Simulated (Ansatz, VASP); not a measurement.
# Two plane-wave programs on NaCl

Contents of INCAR:

```
SYSTEM = NaCl
ALGO = Normal
EDIFF = 1E-7
EDIFFG = -0.005
ENCUT = 600
GGA = PE
IBRION = 2
ISIF = 3
ISMEAR = 0
LASPH = .True.
LCHARG = .False.
LREAL = .False.
LWAVE = .False.
NELM = 80
NSW = 100
PREC = Accurate
SIGMA = 0.02
```

KPOINTS

```
k-points
0
Gamma
  6 6 6
  0 0 0
```

The input POSCAR:

```
NaCl
1.0
    3.5021900000      0.0000000000      0.0000000000
    0.0000000000      3.5021900000      0.0000000000
    0.0000000000      0.0000000000      3.5021900000
Na Cl
1 1
Direct
    0.0000000000      0.0000000000      0.0000000000
    0.5000000000      0.5000000000      0.5000000000
```

Input for Ansatz:

```yaml
crystal:
  lattice:
    - [3.50219, 0.0, 0.0]
    - [0.0, 3.50219, 0.0]
    - [0.0, 0.0, 3.50219]
  atoms:
    - { symbol: Na, position: [0.0, 0.0, 0.0] }
    - { symbol: Cl, position: [0.5, 0.5, 0.5] }
basis:
  ecutwfc: 420
kpoints:
  mp_grid: { grid: [6, 6, 6] }
hamiltonian:
  xc: pbe
scf:
  occupations: { method: gaussian, width: 0.02 }
output:
  forces: true
  stress: true
  eigenvalues: true
  write_density: true
  write_potential: true
  elf: true
  volumetric_format: npy
relax:
  adjacent_minimum: "off"
  f_tol: 0.005
  max_steps: 80
  cell: { stress_tol: 0.05 }
```

Measurements of this composition are mostly on another form, of space group No. 225.

Alike in both runs: task relaxation of cell and atoms; functional PBE; k mesh 6 × 6 × 6; occupations gaussian, width 0.02 eV; no spin polarisation.

|  | VASP | Ansatz |
| --- | --- | --- |
| version | VASP 6.6.1 | Ansatz 0.2.0 |
| potentials or method | VASP PAW PBE potentials, release 64 (Na_pv, Cl) | scalar-relativistic, plane waves, PAW |
| plane-wave cutoff (eV) | 600 | 420 |
| valence electrons in the cell | 14 | 16 |

|  | VASP | Ansatz | Ansatz less VASP |
| --- | --- | --- | --- |
| gap on the k mesh at the Fermi level, each at its own relaxed structure (eV) | 3.97 | 3.97 | +0.004 |
| relaxed volume (Å³/atom) | 21.56 | 21.53 | -0.029 |
| relaxed cell length with the largest relative difference (Å) | 3.507 | 3.505 | -0.0016 |

The two sets of potentials don't hold the same shells in valence.

A k mesh can miss the band edges.
